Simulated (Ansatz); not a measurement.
Li2O:

```
O Li
1.0
     0.00000    2.32685    2.32685
     2.32685    0.00000    2.32685
     2.32685    2.32685    0.00000
O Li
1 2
Direct
  0.00000 0.00000 0.00000
  0.25000 0.25000 0.25000
  0.75000 0.75000 0.75000
```

The cell comes from a database or a generator and needn't be the stable form of this composition.

A run of Ansatz 0.2.0 on this cell left the log below. Logs are shortened: lines on timing, memory, paths and dates and some standing lists are left out, and cuts for length are marked.

```text
Warning: output.stress: scf.convergence.dr2_threshold = 1e-7 eV (the SCF's general default) is looser than the 3e-10 eV advised for a printed stress (1e-10 eV for each atom of the cell: 3). What an SCF threshold leaves in a stress goes as its square root, and in the free energy as the threshold itself, and one threshold admits the most on a small cell: of the crystals measured, under no hybrid functional and no lock of the moments, on runs that ended without the residual-converged pass, on stresses that held no estimate of that error, the worst erred by over 100 MPa in a component at 1e-7 eV an atom and by under 5 at 1e-10. Set scf.convergence.dr2_threshold to 3e-10 eV or tighter. The threshold is an SCF's pass mark: one that does not reach it within its budget of iterations ends unconverged, or closes short of it on a stop that the run arms, and scf.convergence.dr2_threshold's page says what that costs each kind of run
Warning: output.stress: scf.exx.energy_threshold = 1e-6 eV is looser than the 3e-8 eV advised for a stress under a hybrid functional (1e-8 eV for each atom of the cell: 3). Every SCF of the exchange loop can meet its threshold on dr2 while the loop round them stops early: no threshold on dr2 bounds what that leaves in the stress. Set scf.exx.energy_threshold to 3e-8 eV or tighter. The threshold is the loop's pass mark: a loop that does not reach it within its budget of cycles ends unconverged, and scf.exx.energy_threshold's page has the law
Warning: RAYON_NUM_THREADS=2 ignored (pool sized by the plan → 2); use --threads N
exact exchange: scf.exx.singularity resolves to wigner_seitz, which cuts the screened interaction at the faces of the exchange supercell's Wigner-Seitz cell, so that each pair interacts once, at the shortest of its separations (the periodic images that this leaves out come, for a point-like exchange hole, to about 0.001 eV on a filled level). The cut falls within the interaction's reach, and what an exchange supercell this small leaves in the energy, the band gaps and, where it is computed, the pressure is not bounded here. The exchange supercell (the smallest cell that an SCF of this deck is solved on times the 5×5×5 mesh of the exchange sum) has its nearest image at L = 16.45 Å, 2.47 times the interaction's range 1/ω = 6.67 Å. A denser mesh of the exchange sum (kpoints.mp_grid; where a k-mesh is refused, the cell repeated along its short axes), shrinks what is left. The k-mesh (kpoints.mp_grid) can leave an error of its own, as it does under a semilocal functional: two runs of this structure under PBE, one on that k-mesh and one on a denser one or on the cell repeated (per cell), show about how large it is in the energy; in a metal the hybrid's can be larger than they show. Converge the k-mesh under the hybrid itself. See scf.exx.q_mesh
Engine: ansatz 0.2.0, aarch64-unknown-linux-gnu
Pseudopotentials: kind: paw
Pseudopotential: O, paw, valence charge 6, recommended cutoff 420 eV (normal), O.paw.azcp
Pseudopotential: Li, paw, valence charge 3, recommended cutoff 420 eV (normal), Li.paw.azcp
Functional definition: unnamed
  parameter a_1 = 0.25
  parameter omega_1 = 0.15/angstrom
  exchange = pbe_x + (-a_1)*pbe_x_sr(omega_1) + a_1*exact_x_sr(omega_1)
  correlation = pbe_c
Crystal: 3 atoms, lattice volume = 25.196 Å³
Basis set: ecut = 420 eV, 531 PW (Γ), exchange–correlation on 48×48×48 points (8 copies of the dense FFT grid, shifted against one another)
Bands: 10, of which v1, the nominal top of the filled ones, is band 6 counted from 1 (5 counted from 0)
Symmetry: 48 space group operations
Space group: Fm-3m (ITA 225), of the structure as read, at distance tolerance 2.9e-5 Å
k-points: 10 of 125
Non-local potential: O, projectors of the file, l = 0: 2, l = 1: 2, l = 2: 1
Non-local potential: Li, projectors of the file, l = 0: 3, l = 1: 2, l = 2: 1
PAW form: soft (Blöchl's): semilocal exchange-correlation on the pseudo side does not see the compensation charge
[... 45 lines left out ...]
  E_kinetic    = 223.183923
  E_local      = -573.974684  (includes V_loc(G=0)·N_el)
  E_nonlocal   = -19.315851
  E_hartree    = 190.751560
  E_xc         = -77.750981
  E_vxc        = -98.828248  (∫ρ·V_xc dr)
  E_exx        = -43.971678  (= α·E_x^exact, valence–valence)
  E_paw        = -176.003836  (= ΣΔE_a)
  E_vpaw       = -29.477213  (= ΣTr[D̂ρ^β])
  E_aug_tail   = 0.002557  (compensation charges beyond the density's cutoff)
  E_ewald      = -502.715121
  E_core_change = -0.026721  (= ΣΔE_core)
  E_smearing   = -0.000000  (= −TS)
  E_closure    = -0.000000  (closes the sum)
  Σ components = -979.820832   (vs F -979.820832, Δ=1.14e-13)
--- Forces (eV/Å), atoms counted from 1 ---
  atom   1  O     -0.00000000     0.00000000     0.00000000
  atom   2  Li    -0.00000000     0.00000000     0.00000000
  atom   3  Li     0.00000000     0.00000000     0.00000000
  max |Σ_I F_I| component: 1.16e-17 eV/Å
--- Stress (GPa, compression-positive) ---
       -4.512315       0.000000      -0.000000
        0.000000      -4.512315      -0.000000
       -0.000000      -0.000000      -4.512315
  P = ⅓ Tr σ = -4.5123 GPa (-45.123 kbar)
--- Band table (eV; the first three rows and the last of 10) ---
  k-point 0: bands = ["-44.0722", "-43.7644", "-15.4245", "1.4694", "1.4694", "1.4694", "8.3855", "15.3723", "15.3723", "15.3723"]
  k-point 1: bands = ["-44.0383", "-43.7893", "-15.3456", "0.3061", "1.2965", "1.2965", "9.4162", "15.3241", "15.7946", "15.7946"]
  k-point 2: bands = ["-43.9540", "-43.8590", "-15.2065", "-1.2051", "1.0412", "1.0412", "11.5949", "14.0560", "15.5700", "15.5700"]
  k-point 9: bands = ["-43.9271", "-43.8761", "-15.1348", "-0.6531", "0.0173", "0.3206", "10.3444", "14.1435", "17.3041", "17.5757"]
```

Q: Write the input and the command behind it.

A: Single point with HSE06 form with a typed share of exact exchange, no spin polarisation. The files as run (others can give the same):

input.yaml
```yaml
crystal:
  lattice:
    - [0.0, 2.3268543819, 2.3268543819]
    - [2.3268543819, 0.0, 2.3268543819]
    - [2.3268543819, 2.3268543819, 0.0]
  atoms:
    - { symbol: O, position: [0.0, 0.0, 0.0] }
    - { symbol: Li, position: [0.25, 0.25, 0.25] }
    - { symbol: Li, position: [0.75, 0.75, 0.75] }
hamiltonian:
  xc:
    exchange: pbe
    correlation: pbe
    exx: { coeff: 0.25, omega: 0.15 }
  pseudopotentials: { kind: paw }
kpoints:
  mp_grid: { grid: [5, 5, 5] }
scf:
  occupations: { method: fermi_dirac, width: 0.05 }
output:
  forces: true
  stress: true
  eigenvalues: true
  write_density: true
  write_potential: true
  elf: true
  volumetric_format: npy
```

Potentials or basis: Ansatz PAW.
The run is started by
```console
$ ansatz run input.yaml --threads 2 --pin off --max-ram 5632MiB --backend cpu --events-out ev --progress --plain --runs-dir out
```

Caveat: the k mesh is coarse (spacing up to 0.47 Å⁻¹), so the values aren't converged, least of all with exact exchange; odd divisions of the mesh miss points on the zone boundary, where band edges often lie, so the gap on the mesh can be too wide; the pressure holds a Pulay correction of +0.3 GPa for the finite cutoff; the PAW data sets come from PBE, with cores solved anew for the run's functional, which leaves a small shift of forces and pressure; the thresholds are loose for stress.
